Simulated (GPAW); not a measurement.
# MgS (Niningerite) (Fm-3m) in GPAW: reference runs

How does MgS (Niningerite) come out in PBE? The cell is run as given.

All numbers are computed with GPAW 26.7.0; they aren't measurements. Logs are shortened: lines on timing, memory, paths and dates and some standing lists are left out, and cuts for length are marked. The log counts tension as positive stress, the text compression.

### Step 1. Starting point

The structure is cubic, space group Fm-3m (No. 225). Conventional cell: a = 5.203 Å, b = 5.203 Å, c = 5.203 Å, α = 90.00°, β = 90.00°, γ = 90.00°. S (site symmetry m-3m) has 6 Mg at 2.60 Å as nearest neighbours. Mg (site symmetry m-3m) has 6 S at 2.60 Å as nearest neighbours.

### Step 2. Single point, PBE

Contents of run.py:

```python
from ase import Atoms
from ase.dft.bandgap import bandgap
from ase.io import write
from ase.units import GPa
from gpaw import GPAW, PW

atoms = Atoms(['S', 'Mg'],
              cell=[[0.0, 2.60165, 2.60165],
                    [2.60165, 0.0, 2.60165],
                    [2.60165, 2.60165, 0.0]],
              scaled_positions=[[0.5, 0.5, 0.5],
                                [0.0, 0.0, 0.0]],
              pbc=True)

calc = GPAW(mode=PW(800),
            xc='PBE',
            kpts={'size': (9, 9, 9), 'gamma': True},
            occupations={'name': 'fermi-dirac', 'width': 0.05},
            nbands=16,
            convergence={'density': 1e-05, 'energy': 1e-05},
            maxiter=150,
            txt='gpaw.txt')
atoms.calc = calc
energy = atoms.get_potential_energy()
forces = atoms.get_forces()
stress = atoms.get_stress()
calc.write('gs.gpw')
write('result.traj', atoms)
print(f'Energy: {energy:.6f} eV')
print('Forces (eV/A):')
print(forces.round(4))
print('Stress (GPa):', (stress / GPa).round(3))
print('Fermi level:', round(calc.get_fermi_level(), 4), 'eV')
print(f'Gap: {bandgap(calc)[0]:.4f} eV, direct: {bandgap(calc, direct=True)[0]:.4f} eV')
```

Potentials or basis: GPAW PAW data sets (gpaw-data 1.2.1), pw.

The run is started by

```
> OMP_NUM_THREADS=1 python run.py
```

gpaw.txt:

```text
__  _  _
 | _ |_)|_||  |
 |__||  | ||/\| - 26.7.0

Input parameters:
  mode=PW(ecut=800.0),
  convergence={'density': 1e-05, 'energy': 1e-05},
  kpts=MonkhorstPack(size=(9, 9, 9), gamma=True),
  maxiter=150,
  nbands=16,
  occupations=Occupations(name='fermi-dirac', width=0.05),
  xc=XC(name='PBE')

Diagonalizing LCAO Hamiltonian
Converting LCAO to pw mode

               S

       Mg

Atoms  # Å, Bohr magnetons
|   | symbol |        x |        y |        z |    initial magnetic moments |
|---|--------|----------|----------|----------|-----------------------------|
| 0 |      S | 2.601650 | 2.601650 | 2.601650 | ( 0.0000,  0.0000,  0.0000) |
| 1 |     Mg | 0.000000 | 0.000000 | 0.000000 | ( 0.0000,  0.0000,  0.0000) |

Unit cell  # Å
| periodic |        x |        y |        z |  lengths |    angles |
|----------|----------|----------|----------|----------|-----------|
|      yes | 0.000000 | 2.601650 | 2.601650 | 3.679289 | 60.000000 |
|      yes | 2.601650 | 0.000000 | 2.601650 | 3.679289 | 60.000000 |
|      yes | 2.601650 | 2.601650 | 0.000000 | 3.679289 | 60.000000 |

Number of symmetries: 48
Symmetry operations  # r_c * U_cc + t_c -> r_c
|    | kind |            matrix            |
|----|------|------------------------------|
|  0 |  σ   |  1, 0, 0,  1, 0,-1,  1,-1, 0 |
|  1 |  C2  |  1, 0, 0,  1,-1, 0,  1, 0,-1 |
|  2 |  E   |  1, 0, 0,  0, 1, 0,  0, 0, 1 |
|  3 |  σ   |  1, 0, 0,  0, 0, 1,  0, 1, 0 |
|  4 |  C4  |  1, 0,-1,  1, 0, 0,  1,-1, 0 |
|  5 |  S6  |  1, 0,-1,  1,-1, 0,  1, 0, 0 |
|  6 |  σ   |  1, 0,-1,  0, 1,-1,  0, 0,-1 |
|  7 |  C3  |  1, 0,-1,  0, 0,-1,  0, 1,-1 |
|  8 |  S6  |  1,-1, 0,  1, 0, 0,  1, 0,-1 |
|  9 |  C4  |  1,-1, 0,  1, 0,-1,  1, 0, 0 |
| 10 |  C3  |  1,-1, 0,  0,-1, 1,  0,-1, 0 |
| 11 |  σ   |  1,-1, 0,  0,-1, 0,  0,-1, 1 |
| 12 |  σ   |  0, 1, 0,  1, 0, 0,  0, 0, 1 |
| 13 |  C4  |  0, 1, 0,  0, 1,-1, -1, 1, 0 |
| 14 |  C3  |  0, 1, 0,  0, 0, 1,  1, 0, 0 |
| 15 |  S6  |  0, 1, 0, -1, 1, 0,  0, 1,-1 |
| 16 |  C2  |  0, 1,-1,  1, 0,-1,  0, 0,-1 |
| 17 |  σ   |  0, 1,-1,  0, 1, 0, -1, 1, 0 |
| 18 |  S4  |  0, 1,-1,  0, 0,-1,  1, 0,-1 |
| 19 |  C4  |  0, 1,-1, -1, 1, 0,  0, 1, 0 |
| 20 |  C3  |  0, 0, 1,  1, 0, 0,  0, 1, 0 |
| 21 |  σ   |  0, 0, 1,  0, 1, 0,  1, 0, 0 |
| 22 |  S6  |  0, 0, 1,  0,-1, 1, -1, 0, 1 |
| 23 |  C4  |  0, 0, 1, -1, 0, 1,  0,-1, 1 |
| 24 |  S4  |  0, 0,-1,  1, 0,-1,  0, 1,-1 |
| 25 |  C3  |  0, 0,-1,  0, 1,-1,  1, 0,-1 |
| 26 |  C2  |  0, 0,-1,  0,-1, 0, -1, 0, 0 |
| 27 |  S6  |  0, 0,-1, -1, 0, 0,  0,-1, 0 |
| 28 |  S4  |  0,-1, 1,  1,-1, 0,  0,-1, 0 |
| 29 |  C4  |  0,-1, 1,  0, 0, 1, -1, 0, 1 |
| 30 |  C2  |  0,-1, 1,  0,-1, 0,  1,-1, 0 |
| 31 |  σ   |  0,-1, 1, -1, 0, 1,  0, 0, 1 |
| 32 |  C3  |  0,-1, 0,  1,-1, 0,  0,-1, 1 |
| 33 |  S6  |  0,-1, 0,  0, 0,-1, -1, 0, 0 |
| 34 |  S4  |  0,-1, 0,  0,-1, 1,  1,-1, 0 |
| 35 |  C2  |  0,-1, 0, -1, 0, 0,  0, 0,-1 |
| 36 |  C2  | -1, 1, 0,  0, 1, 0,  0, 1,-1 |
| 37 |  S6  | -1, 1, 0,  0, 1,-1,  0, 1, 0 |
| 38 |  S4  | -1, 1, 0, -1, 0, 1, -1, 0, 0 |
| 39 |  C3  | -1, 1, 0, -1, 0, 0, -1, 0, 1 |
| 40 |  S6  | -1, 0, 1,  0, 0, 1,  0,-1, 1 |
| 41 |  C2  | -1, 0, 1,  0,-1, 1,  0, 0, 1 |
| 42 |  C3  | -1, 0, 1, -1, 1, 0, -1, 0, 0 |
| 43 |  S4  | -1, 0, 1, -1, 0, 0, -1, 1, 0 |
| 44 |  C2  | -1, 0, 0,  0, 0,-1,  0,-1, 0 |
| 45 |  i   | -1, 0, 0,  0,-1, 0,  0, 0,-1 |
| 46 |  σ   | -1, 0, 0, -1, 1, 0, -1, 0, 1 |
| 47 |  C2  | -1, 0, 0, -1, 0, 1, -1, 1, 0 |

BZ-sampling:
  Number of BZ points: 729
  Number of IBZ points: 35

  Monkhorst-Pack size: [9, 9, 9]
  Monkhorst-Pack shift: [0, 0, 0]

K-points  # in reciprocal-cell coordinates
|     |                                coordinates |     weight |
|-----|--------------------------------------------|------------|
|   0 | (  0.00000000,   0.00000000,   0.00000000) | 0.00137174 |
|   1 | (  0.11111111,   0.11111111,   0.00000000) | 0.00823045 |
|   2 | (  0.11111111,   0.11111111,   0.11111111) | 0.01097394 |
|   3 | (  0.22222222,   0.11111111,   0.11111111) | 0.01646091 |
|   4 | (  0.22222222,   0.22222222,   0.00000000) | 0.00823045 |
|   5 | (  0.22222222,   0.22222222,   0.11111111) | 0.03292181 |
|   6 | (  0.22222222,   0.22222222,   0.22222222) | 0.01097394 |
|   7 | (  0.33333333,   0.22222222,   0.11111111) | 0.03292181 |
|   8 | (  0.33333333,   0.22222222,   0.22222222) | 0.03292181 |
|   9 | (  0.33333333,   0.33333333,  -0.33333333) | 0.01646091 |
| ... |                                            |            |
|  34 | (  0.44444444,   0.44444444,   0.44444444) | 0.01097394 |

Plane wave coefficients: 1837
Cutoff: 800.0 eV

Spin-components: 1 (collinear spins)
Bands:           16
Projectors:      10
Spin-degeneracy: 2
Datatype:        complex128

Density:
  Valence electrons: 16.0
  Components: 1
  Grid points: [25 25 25]
  Charge: 0.0  # |e|

Potential:
  Grid points: [25 25 25]

species:
  S:
    name:    Sulfur
    Z:       16.0
    valence: 6
    core:    10
    charge:  0.0  # [|e|]
    compensation charges:
      type: gauss
      rc: 0.24  # [Å]
      lmax: 2
    cutoffs:
      filter: 1.77  # [Å]
      core: 1.66  # [Å]
    projectors
    | kind |    occ | energy [eV] | rcut [Å] |
    |------|--------|-------------|----------|
    |   3s |  2.000 |     -17.254 |    0.974 |
    |   3p |  4.000 |      -7.008 |    0.979 |
    |    s |        |       9.957 |    0.974 |
    |    p |        |      20.203 |    0.979 |
    |    d |        |       0.000 |    0.900 |

    Using partial waves for S as LCAO basis

  Mg:
    name:    Magnesium
    Z:       12.0
    valence: 10
    core:    2
    charge:  0.0  # [|e|]
    compensation charges:
      type: gauss
      rc: 0.33  # [Å]
      lmax: 2
    cutoffs:
      filter: 1.86  # [Å]
      core: 0.54  # [Å]
    projectors
    | kind |    occ | energy [eV] | rcut [Å] |
    |------|--------|-------------|----------|
    |   2s |  2.000 |     -79.840 |    1.090 |
    |   3s |  2.000 |      -4.705 |    1.090 |
    |   2p |  6.000 |     -46.613 |    1.085 |
    |   3p |  0.000 |      -1.330 |    1.085 |
    |    d |        |       0.000 |    1.037 |

    Using partial waves for Mg as LCAO basis

Reference energy: -16307.264786  # eV

eigensolver:
  PPCG
  Converge bands: occupied
  niter=2

density mixing:
  MSR1-Mixer
  Pratt-step length: 0.05
  Maximum mixing coefficient: 0.75
  Old densities: 10
  SVD Regularization: 0.005
  Good broyden scale: 1.0
  Trust region scale: 1.0
  Backstep threshold: 4.0
  History deletion threshold: 6.0
  Fourier metric: weight=20.0, sigma=0.015

occupation numbers:
  Fermi-Dirac:
    width: 0.0500  # eV

poisson solver:
  ecut: 6400.0  # eV

xc functional:
[... 9 lines left out ...]
|iter     | |      energy | eigst |  dens |
|---------|-|-------------|-------|-------|
|iter:   1| |   -8.910839 | -0.01 |       |
|iter:   2| |   -8.847163 | -2.07 | -1.15 |
|iter:   3| |   -8.598604 | -1.63 | -1.18 |
|iter:   4| |   -8.604765 | -3.04 | -1.78 |
|iter:   5| |   -8.606501 | -3.70 | -2.18 |
|iter:   6| |   -8.606520 | -5.60 | -3.33 |
|iter:   7| |   -8.606523c| -6.57 | -3.78 |
|iter:   8| |   -8.606523c| -8.52c| -4.77 |
|iter:   9| |   -8.606523c| -8.93c| -5.51c|

Converged in 9 steps
Energy contributions relative to reference atoms: (reference = -16307.264786)

Energy contributions:
  Kinetic:           7.238611
  Coulomb:          -5.985332
  Zero:              0.076499
  External:          0.000000
  Xc:               -9.936301
  Entropy:          -0.000000
  Spinorbit:         0.000000
  ----------------------------
  Free energy:      -8.606523
  Extrapolated:     -8.606523

dipole moment: (-7.471235, -7.471235, -7.471235)  # |e|*Ang

Fermi level: 5.865
Eigenvalues  # (at kpt = [0.000, 0.000, 0.000])
| band index |      eig [eV] | occ [0-2] |
|------------|---------------|-----------|
|          0 |       -70.204 |     2.000 |
|          1 |       -36.980 |     2.000 |
|          2 |       -36.980 |     2.000 |
|          3 |       -36.980 |     2.000 |
|          4 |        -8.033 |     2.000 |
|          5 |         4.634 |     2.000 |
[... 8 lines left out ...]
|         14 |        17.179 |     0.000 |
|         15 |        17.891 |     0.000 |

Gap: 2.923 eV
Transition (v -> c):
  (s=0, k=0, n=7, [0.00, 0.00, 0.00]) -> (s=0, k=30, n=8, [0.44, 0.44, 0.00])
Direct/indirect transitions are different
Direct gap: 3.720 eV
Transition at: (s=0, k=0, n=7, [0.00, 0.00, 0.00])

Forces  # eV/Ang
|       x |       y |       z |
|---------|---------|---------|
| 0.00000 | 0.00000 | 0.00000 |  # S    0
| 0.00000 | 0.00000 | 0.00000 |  # Mg   1

Stress tensor  # eV/Ang^3
|         x |         y |         z |
|-----------|-----------|-----------|
| -0.006626 | -0.000000 | -0.000000 |
| -0.000000 | -0.006626 |  0.000000 |
| -0.000000 |  0.000000 | -0.006626 |

# Writing to gs.gpw (mode='')
```

It took 22 s on 1 thread of AMD EPYC 7R43 (Zen 3), shared host; peak memory 0.17 GiB.

What came out:

```yaml
Free_energy: -8.6065 eV
Pressure: 1.1 GPa
Band_gap_on_the_k_mesh: 2.92 eV, indirect (least direct gap 3.72 eV)
```

Caveat: an odd mesh through Γ misses points on the zone boundary, where band edges often lie.
